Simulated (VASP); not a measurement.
# InP (F-43m) in VASP: settings compared

Aim: see how the results for InP move with the level of theory and the settings. Levels: r2SCAN, PBE, LDA. Tasks: single point.

All numbers are computed with VASP 6.6.1; they aren't measurements. Logs are shortened: lines on timing, memory, paths and dates and some standing lists are left out, and cuts for length are marked.

**Measured values to compare with.**

A printed reference work, data compilation reports, for a bulk crystal of InP at 1.6 K: band gap 1.4236 eV (direct).

The runs below are set against these values where they give the same quantity.

**1. The cell of the first run**

The structure is cubic, space group F-43m (No. 216). The conventional cell has a = 5.908 Å, b = 5.908 Å, c = 5.908 Å, α = 90.00°, β = 90.00°, γ = 90.00°. In (site symmetry -43m) has 4 P at 2.56 Å within 3.4 Å. P (site symmetry -43m) has 4 In at 2.56 Å within 3.4 Å.

**2. Single point, r2SCAN**

The input, POSCAR:

```
InP
1.0
    0.0000000000      2.9538133483      2.9538133483
    2.9538133483      0.0000000000      2.9538133483
    2.9538133483      2.9538133483      0.0000000000
In P
1 1
Direct
    0.0000000000      0.0000000000      0.0000000000
    0.2500000000      0.2500000000      0.2500000000
```

The input, INCAR.step1:

```
SYSTEM = InP
ALGO = Normal ; EDIFF = 1E-4
ENCUT = 520 ; GGA = PE
ISMEAR = 0 ; LASPH = .TRUE.
LCHARG = .FALSE. ; LREAL = .FALSE.
LWAVE = .TRUE. ; NBANDS = 16
NELM = 60 ; PREC = Accurate
SIGMA = 0.01
```

The input, INCAR.step2:

```
SYSTEM = InP
ALGO = Normal ; EDIFF = 1E-6
ENCUT = 520 ; ISIF = 2
ISMEAR = 0 ; ISTART = 1
LASPH = .TRUE. ; LCHARG = .FALSE.
LMIXTAU = .TRUE. ; LREAL = .FALSE.
LWAVE = .FALSE. ; METAGGA = R2SCAN
NBANDS = 16 ; NELM = 60
PREC = Accurate ; SIGMA = 0.01
```

The input, KPOINTS:

```
k-points
0
G
  4 4 4
  0 0 0
```

Potentials or basis: VASP PAW PBE potentials, release 64 (In_d, P).

On the command line:

```bash
$ cat potpaw_PBE.64/In_d/POTCAR potpaw_PBE.64/P/POTCAR > POTCAR
$ cp INCAR.step1 INCAR
$ mpirun -np 1 vasp_std > vasp.out
$ cp INCAR.step2 INCAR
$ mpirun -np 1 vasp_std > vasp.out
```

OUTCAR:

```text
SYSTEM = InP
   EDIFF = 1E-6
   ENCUT = 520
   ISIF = 2
   ISMEAR = 0
   ISTART = 1
   LASPH = .TRUE.
   LREAL = .FALSE.
   METAGGA = R2SCAN
   NELM = 60
   PREC = Accurate

 ion  position               nearest neighbor table
   1  0.000  0.000  0.000-   2 2.56   2 2.56   2 2.56   2 2.56
   2  0.250  0.250  0.250-   1 2.56   1 2.56   1 2.56   1 2.56

  LATTYP: Found a face centered cubic cell.
 ALAT       =     5.9076266966

  Lattice vectors:

 A1 = (   0.0000000000,   2.9538133483,   2.9538133483)
 A2 = (   2.9538133483,   0.0000000000,   2.9538133483)
 A3 = (   2.9538133483,   2.9538133483,   0.0000000000)

Analysis of symmetry for initial positions (statically):
=====================================================================
 Subroutine PRICEL returns:
 Original cell was already a primitive cell.

 Routine SETGRP: Setting up the symmetry group for a
 face centered cubic supercell.

 Subroutine GETGRP returns: Found 24 space group operations
 (whereof 24 operations were pure point group operations)
 out of a pool of 48 trial point group operations.

The static configuration has the point symmetry T_d .

Analysis of symmetry for dynamics (positions and initial velocities):
=====================================================================
 Subroutine PRICEL returns:
 Original cell was already a primitive cell.

 Routine SETGRP: Setting up the symmetry group for a
 face centered cubic supercell.

 Subroutine GETGRP returns: Found 24 space group operations
 (whereof 24 operations were pure point group operations)
 out of a pool of 48 trial point group operations.

The dynamic configuration has the point symmetry T_d .

 Subroutine INISYM returns: Found 24 space group operations
 (whereof 24 operations are pure point group operations),
 and found     1 'primitive' translations

----------------------------------------------------------------------------------------

                                     Primitive cell

  volume of cell :      51.5441

  direct lattice vectors                    reciprocal lattice vectors
     0.000000000  2.953813348  2.953813348    -0.169272713  0.169272713  0.169272713
     2.953813348  0.000000000  2.953813348     0.169272713 -0.169272713  0.169272713
     2.953813348  2.953813348  0.000000000     0.169272713  0.169272713 -0.169272713

  length of vectors
     4.177322898  4.177322898  4.177322898     0.293188940  0.293188940  0.293188940

  position of ions in fractional coordinates (direct lattice)
     0.000000000  0.000000000  0.000000000
     0.250000000  0.250000000  0.250000000

  ion indices of the primitive-cell ions
   primitive index   ion index
                 1           1
                 2           2

----------------------------------------------------------------------------------------

 KPOINTS: k-points

Automatic generation of k-mesh.
 Grid dimensions read from file:
 generate k-points for:    4    4    4

 Generating k-lattice:

  Cartesian coordinates                     Fractional coordinates (reciprocal lattice)
    -0.042318178  0.042318178  0.042318178     0.250000000  0.000000000  0.000000000
     0.042318178 -0.042318178  0.042318178     0.000000000  0.250000000  0.000000000
     0.042318178  0.042318178 -0.042318178     0.000000000  0.000000000  0.250000000

  Length of vectors
     0.073297235  0.073297235  0.073297235

  Shift w.r.t. Gamma in fractional coordinates (k-lattice)
     0.000000000  0.000000000  0.000000000

 Subroutine IBZKPT returns following result:
 ===========================================

 Found      8 irreducible k-points:

 Following reciprocal coordinates:
            Coordinates               Weight
  0.000000  0.000000  0.000000      1.000000
  0.250000  0.000000  0.000000      8.000000
  0.500000  0.000000  0.000000      4.000000
  0.250000  0.250000  0.000000      6.000000
  0.500000  0.250000  0.000000     24.000000
 -0.250000  0.250000  0.000000     12.000000
  0.500000  0.500000  0.000000      3.000000
 -0.250000  0.500000  0.250000      6.000000
   k-points           NKPTS =      8   k-points in BZ     NKDIM =      8   number of bands    NBANDS=     16
   number of dos      NEDOS =    301   number of ions     NIONS =      2
   total plane-waves  NPLWV =  32768
   dimension x,y,z NGX =    32 NGY =   32 NGZ =   32
   dimension x,y,z NGXF=    64 NGYF=   64 NGZF=   64
   ions per type =               1   1
   NGX,Y,Z   is equivalent  to a cutoff of  12.74, 12.74, 12.74 a.u.
   NGXF,Y,Z  is equivalent  to a cutoff of  25.47, 25.47, 25.47 a.u.
 SYSTEM =  InP
   PREC   = accura    normal or accurate (medium, high low for compatibility)
   ISTART =      1    job   : 0-new  1-cont  2-samecut
   ICHARG =      0    charge: 1-file 2-atom 10-const
   ISPIN  =      1    spin polarized calculation?
   LNONCOLLINEAR =      F non collinear calculations
   LSORBIT =      F    spin-orbit coupling
   LASPH  =      T    aspherical Exc in radial PAW
[... 31 lines left out ...]
   LEPSILON=     F    determine dielectric tensor
   LRPA    =     F    only Hartree local field effects (RPA)
 non-spin polarized calculation
 Gauss-broadening in eV      SIGMA  =   0.01
  energy-cutoff  :      520.00
  volume of cell :       51.54
 maximum number of plane-waves:      1411
   NGX = 15   NGY = 15   NGZ = 15

 number of electron      18.0000009 magnetization

 Free energy of the ion-electron system (eV)
  ---------------------------------------------------
  ext. energy  EPLUGINS =         0.00000000
  ---------------------------------------------------
  free energy    TOTEN  =       -32.19943933 eV

  energy without entropy =      -32.19943933  energy(sigma->0) =      -32.19943933

 E-fermi :   4.9047     XC(G=0):  -9.7571

 val. band max:        4.7916343646   @ k =   0.0000   0.0000   0.0000
 cond. band min:       5.8107696353   @ k =   0.0000   0.0000   0.0000
 fundamental gap:      1.0191352707
 Fermi energy:         4.9046807171

 k-point     1 :       0.0000    0.0000    0.0000
  band No.  band energies     occupation
      1      -9.8636      2.00000
      2      -9.8636      2.00000
      3      -9.8636      2.00000
      4      -9.6985      2.00000
      5      -9.6985      2.00000
      6      -7.0445      2.00000
[... 8 lines left out ...]
     15      14.6539      0.00000
     16      14.6539      0.00000

 k-point     2 :       0.2500    0.0000    0.0000
  band No.  band energies     occupation
      1      -9.9264      2.00000
      2      -9.8400      2.00000
      3      -9.8400      2.00000
      4      -9.6959      2.00000
      5      -9.6959      2.00000
      6      -6.3590      2.00000
[... 8 lines left out ...]
     15      13.7898      0.00000
     16      14.3399      0.00000

 k-point     3 :       0.5000    0.0000    0.0000
  band No.  band energies     occupation
      1      -9.9833      2.00000
      2      -9.8231      2.00000
      3      -9.8231      2.00000
      4      -9.6863      2.00000
      5      -9.6862      2.00000
      6      -5.3157      2.00000
[... 8 lines left out ...]
     15      15.9477      0.00000
     16      15.9477      0.00000

 k-point     4 :       0.2500    0.2500    0.0000
  band No.  band energies     occupation
      1      -9.9668      2.00000
      2      -9.8128      2.00000
      3      -9.8128      2.00000
      4      -9.7204      2.00000
      5      -9.6812      2.00000
      6      -6.1329      2.00000
[... 8 lines left out ...]
     15      15.2324      0.00000
     16      17.3394      0.00000

 k-point     5 :       0.5000    0.2500    0.0000
  band No.  band energies     occupation
      1     -10.0082      2.00000
      2      -9.7999      2.00000
      3      -9.7890      2.00000
      4      -9.7178      2.00000
      5      -9.6779      2.00000
      6      -5.0524      2.00000
[... 8 lines left out ...]
     15      16.0767      0.00000
     16      17.3266      0.00000

 k-point     6 :      -0.2500    0.2500    0.0000
  band No.  band energies     occupation
      1      -9.9795      2.00000
      2      -9.8155      2.00000
      3      -9.8104      2.00000
      4      -9.6991      2.00000
      5      -9.6937      2.00000
      6      -5.4385      2.00000
[... 8 lines left out ...]
     15      15.6716      0.00000
     16      17.1897      0.00000

 k-point     7 :       0.5000    0.5000    0.0000
  band No.  band energies     occupation
      1     -10.0505      2.00000
      2      -9.7597      2.00000
      3      -9.7597      2.00000
      4      -9.7467      2.00000
      5      -9.6638      2.00000
      6      -4.6612      2.00000
[... 8 lines left out ...]
     15      16.0898      0.00000
     16      17.1285      0.00000

 k-point     8 :      -0.2500    0.5000    0.2500
  band No.  band energies     occupation
      1     -10.0189      2.00000
      2      -9.8018      2.00000
      3      -9.7658      2.00000
      4      -9.7193      2.00000
      5      -9.6832      2.00000
      6      -4.5874      2.00000
[... 8 lines left out ...]
     15      16.6043      0.00000
     16      17.3944      0.00000

------------------------ aborting loop because EDIFF is reached ----------------------------------------

  FORCE on cell =-STRESS in cart. coord.  units (eV):
  Direction    XX          YY          ZZ          XY          YZ          ZX
  --------------------------------------------------------------------------------------
  -------------------------------------------------------------------------------------
  Total        0.0137290      0.0137290      0.0137290      0.0000000     -0.0000000     -0.0000000
  in kB        0.4267476      0.4267476      0.4267476      0.0000000     -0.0000000     -0.0000000
  external PRESSURE =       0.4267476 kB  Pullay stress =       0.0000000 kB

 VOLUME and BASIS-vectors are now :
 -----------------------------------------------------------------------------
  energy-cutoff  :      520.00
  volume of cell :       51.54
      direct lattice vectors                 reciprocal lattice vectors
     0.000000000  2.953813348  2.953813348    -0.169272713  0.169272713  0.169272713
     2.953813348  0.000000000  2.953813348     0.169272713 -0.169272713  0.169272713
     2.953813348  2.953813348  0.000000000     0.169272713  0.169272713 -0.169272713

 POSITION                                       TOTAL-FORCE (eV/Angst)
 -----------------------------------------------------------------------------------
      0.00000      0.00000      0.00000         0.000000      0.000000      0.000000
      1.47691      1.47691      1.47691        -0.000000     -0.000000     -0.000000
 -----------------------------------------------------------------------------------
    total drift:                               -0.000002     -0.000002     -0.000002

  FREE ENERGIE OF THE ION-ELECTRON SYSTEM (eV)
  ---------------------------------------------------
  free  energy   TOTEN  =       -32.1994393265 eV

  energy  without entropy=      -32.1994393265  energy(sigma->0) =      -32.19943933
```

It took 63 s on 1 thread of AMD EPYC 7R13, shared host; peak memory 0.15 GiB.

What came out:

- Free energy: -32.1994 eV
- Pressure: 0.0 GPa
- Band gap on the k mesh: 1.02 eV, direct

Caveat: the k points lie up to 0.46 Å⁻¹ apart; the PAW data sets were made with another functional, which shifts forces and pressure a little; spin-orbit coupling is left out, which moves the levels of the heavy elements. r2SCAN opens gaps a little over a GGA but as a rule still falls short of measured ones.

**3. Single point, PBE**

The input, INCAR:

```
ALGO = Normal
EDIFF = 1E-6
ENCUT = 520
GGA = PE
ISIF = 2
ISMEAR = 0
LASPH = True
LCHARG = False
LREAL = False
LWAVE = False
NBANDS = 16
NELM = 100
PREC = Accurate
SIGMA = 0.01
```

The input, KPOINTS:

```
k-points
0
Gamma
  6 6 6
```

POSCAR is that of step 2.

Potentials or basis: VASP PAW PBE potentials, release 64 (In_d, P).

On the command line:

```bash
$ cat potpaw_PBE.64/In_d/POTCAR potpaw_PBE.64/P/POTCAR > POTCAR
$ mpirun -np 1 vasp_std > vasp.out
```

Run time: 24 s. Hardware: 1 thread of AMD EPYC 7R13, shared host; peak memory 0.15 GiB.

Results (log left out):

- Free energy: -8.3887 eV
- Pressure: 1.6 GPa
- Band gap on the k mesh: 0.58 eV, direct

Levels at points of the mesh, in eV from the valence-band top:
| k point | band 5 | band 6 | band 7 | band 8 | band 9 | band 10 | band 11 | band 12 | band 13 | band 14 |
| --- | --- | --- | --- | --- | --- | --- | --- | --- | --- | --- |
| (0.00, 0.00, 0.00) | -14.01 | -11.36 | 0.00 | 0.00 | 0.00 | 0.58 | 4.09 | 4.09 | 4.09 | 8.47 |
| (0.50, 0.00, 0.00) | -14.00 | -9.71 | -5.61 | -0.94 | -0.94 | 1.44 | 4.80 | 4.80 | 7.05 | 9.37 |
| (0.50, 0.50, 0.00) | -13.98 | -9.08 | -5.65 | -2.24 | -2.24 | 1.80 | 2.27 | 9.07 | 9.43 | 9.43 |

Caveat: spin-orbit coupling is left out, which moves the levels of the heavy elements.

**4. Single point, PBE**

The input, INCAR:

```
SYSTEM = InP
  PREC = Accurate
  ENCUT = 520
  EDIFF = 1E-6
  ISMEAR = 0
  SIGMA = 0.01
  LREAL = .FALSE.
  LASPH = .TRUE.
  NELM = 100
  ALGO = Normal
  ISIF = 2
  LWAVE = .FALSE.
  LCHARG = .TRUE.
  GGA = PE
  LELF = .TRUE.
  LVHAR = .TRUE.
  NBANDS = 16
```

The input, KPOINTS:

```
Automatic mesh
0
G
  6 6 6
  0 0 0
```

POSCAR is that of step 3.

On the command line:

```bash
$ cat potpaw_PBE.64/In_d/POTCAR potpaw_PBE.64/P/POTCAR > POTCAR
$ mpirun -np 1 vasp_std > vasp.out
```

Wall time 26 s (1 thread of AMD EPYC 7R13, shared host); peak memory 0.15 GiB.

It converged, with:

```yaml
Free_energy: -8.3887 eV
Pressure: 1.6 GPa
Band_gap_on_the_k_mesh: 0.58 eV, direct
```

Levels at points of the mesh, in eV from the valence-band top:
```csv
k point,band 6,band 7,band 8,band 9,band 10,band 11,band 12,band 13
"(0.00, 0.00, 0.00)",-11.36,0.00,0.00,0.00,0.58,4.09,4.09,4.09
"(0.50, 0.00, 0.00)",-9.71,-5.61,-0.94,-0.94,1.44,4.80,4.80,7.05
"(0.50, 0.50, 0.00)",-9.08,-5.65,-2.24,-2.24,1.80,2.27,9.07,9.43
```

Caveat: spin-orbit coupling is left out, which moves the levels of the heavy elements.

**5. Single point, LDA**

The input, INCAR:

```
SYSTEM = InP
PREC = Accurate ; ENCUT = 520
EDIFF = 1E-7 ; ISMEAR = 0
SIGMA = 0.01 ; LREAL = .FALSE.
LASPH = .TRUE. ; NELM = 60
ALGO = Normal ; ISIF = 2
LWAVE = .FALSE. ; LCHARG = .FALSE.
NBANDS = 16
```

The input, KPOINTS:

```
regular mesh
0
G
  6 6 6
  0 0 0
```

POSCAR is that of step 4.

Potentials or basis: VASP PAW LDA potentials, release 64 (In_d, P).

On the command line:

```bash
$ cat potpaw_LDA.64/In_d/POTCAR potpaw_LDA.64/P/POTCAR > POTCAR
$ mpirun -np 1 vasp_std > vasp.out
```

Wall time 25 s (1 thread of AMD EPYC 7R13, shared host); peak memory 0.12 GiB.

Results (log left out):

```yaml
Free_energy: -9.6425 eV
Pressure: -2.7 GPa
Band_gap_on_the_k_mesh: 0.38 eV, direct
```

Levels at points of the mesh, in eV from the valence-band top:
```csv
k point,band 5,band 6,band 7,band 8,band 9,band 10,band 11,band 12,band 13,band 14
"(0.00, 0.00, 0.00)",-14.00,-11.39,0.00,0.00,0.00,0.38,3.96,3.96,3.96,8.17
"(0.50, 0.00, 0.00)",-13.99,-9.71,-5.71,-0.96,-0.96,1.26,4.69,4.69,6.84,9.12
"(0.50, 0.50, 0.00)",-13.97,-9.07,-5.76,-2.28,-2.28,1.63,2.12,8.84,9.27,9.27
```

Caveat: spin-orbit coupling is left out, which moves the levels of the heavy elements.

**6. Single point, r2SCAN**

POSCAR is that of step 5.

The input, INCAR.step1:

```
SYSTEM = InP
ALGO = Normal
EDIFF = 1E-4
ENCUT = 520
GGA = PE
ISMEAR = 0
LASPH = .TRUE.
LCHARG = .FALSE.
LREAL = .FALSE.
LWAVE = .TRUE.
NBANDS = 16
NELM = 100
PREC = Accurate
SIGMA = 0.01
```

The input, INCAR.step2:

```
SYSTEM = InP
ALGO = Normal
EDIFF = 1E-6
ENCUT = 520
ISIF = 2
ISMEAR = 0
ISTART = 1
LASPH = .TRUE.
LCHARG = .TRUE.
LELF = .TRUE.
LMIXTAU = .TRUE.
LREAL = .FALSE.
LVHAR = .TRUE.
LWAVE = .FALSE.
METAGGA = R2SCAN
NBANDS = 16
NELM = 100
PREC = Accurate
SIGMA = 0.01
```

The input, KPOINTS:

```
k-points
0
G
  6 6 6
  0 0 0
```

Potentials or basis: VASP PAW PBE potentials, release 64 (In_d, P).

On the command line:

```bash
$ cat potpaw_PBE.64/In_d/POTCAR potpaw_PBE.64/P/POTCAR > POTCAR
$ cp INCAR.step1 INCAR
$ mpirun -np 1 vasp_std > vasp.out
$ cp INCAR.step2 INCAR
$ mpirun -np 1 vasp_std > vasp.out
```

It took 1.8 min on 1 thread of AMD EPYC 7R13, shared host; peak memory 0.15 GiB.

Results (log left out):

```
Free energy            : -32.2884 eV
Pressure               : -0.1 GPa
Band gap on the k mesh : 1.03 eV, direct
```

Levels at points of the mesh, in eV from the valence-band top:
```tsv
k point	band 6	band 7	band 8	band 9	band 10	band 11	band 12	band 13
(0.00, 0.00, 0.00)	-11.84	0.00	0.00	0.00	1.03	4.44	4.44	4.44
(0.50, 0.00, 0.00)	-10.11	-5.75	-0.97	-0.97	1.80	5.15	5.15	7.49
(0.50, 0.50, 0.00)	-9.46	-5.77	-2.33	-2.33	2.04	2.54	9.72	10.15
```

Caveat: the PAW data sets were made with another functional, which shifts forces and pressure a little; spin-orbit coupling is left out, which moves the levels of the heavy elements.

**7. Overview**

| level | potentials or basis | k mesh | gap on the mesh (eV) | pressure (GPa) |
| --- | --- | --- | --- | --- |
| r2SCAN | VASP PAW PBE potentials, release 64 (In_d, P) | 4 × 4 × 4 | 1.02 | 0.0 |
| PBE | VASP PAW PBE potentials, release 64 (In_d, P) | 6 × 6 × 6 | 0.58 | 1.6 |
| LDA | VASP PAW LDA potentials, release 64 (In_d, P) | 6 × 6 × 6 | 0.38 | -2.7 |
| r2SCAN | VASP PAW PBE potentials, release 64 (In_d, P) | 6 × 6 × 6 | 1.03 | -0.1 |

Alike in all rows: task single point; no spin polarisation; cell as given; cutoff (eV) 520; smearing gaussian 0.01 eV.

Caveats: some runs use coarse meshes; spin-orbit coupling is left out, which moves the levels of the heavy elements; the PAW data sets were made with another functional, which shifts forces and pressure a little (some runs).

Total energies depend on the potentials used, so only differences within one code and one set of settings carry meaning.

**8. How close it comes**

Step 3. A measured gap of InP is 1.4236 eV (direct; 1.6 K; a printed reference work, data compilation); the calculated 0.58 eV misses it by -0.84 eV. Spin-orbit coupling on In is left out. The value is that of PBE, without temperature or zero-point motion. Semilocal functionals fall short of measured gaps as a rule.

Step 4. A measured gap of InP is 1.4236 eV (direct; 1.6 K; a printed reference work, data compilation); the calculated 0.58 eV misses it by -0.84 eV. Spin-orbit coupling on In is left out. The value is that of PBE, without temperature or zero-point motion. Semilocal functionals fall short of measured gaps as a rule.

Step 5. A measured gap of InP is 1.4236 eV (direct; 1.6 K; a printed reference work, data compilation); the calculated 0.38 eV misses it by -1.05 eV. So large a miss can be the level of theory's own, or it may mean another phase, state or a wrong row. Spin-orbit coupling on In is left out. The value is that of LDA, without temperature or zero-point motion. Semilocal functionals fall short of measured gaps as a rule.

Step 6. A measured gap of InP is 1.4236 eV (direct; 1.6 K; a printed reference work, data compilation); the calculated 1.03 eV misses it by -0.40 eV. Spin-orbit coupling on In is left out. The value is that of r2SCAN, without temperature or zero-point motion.
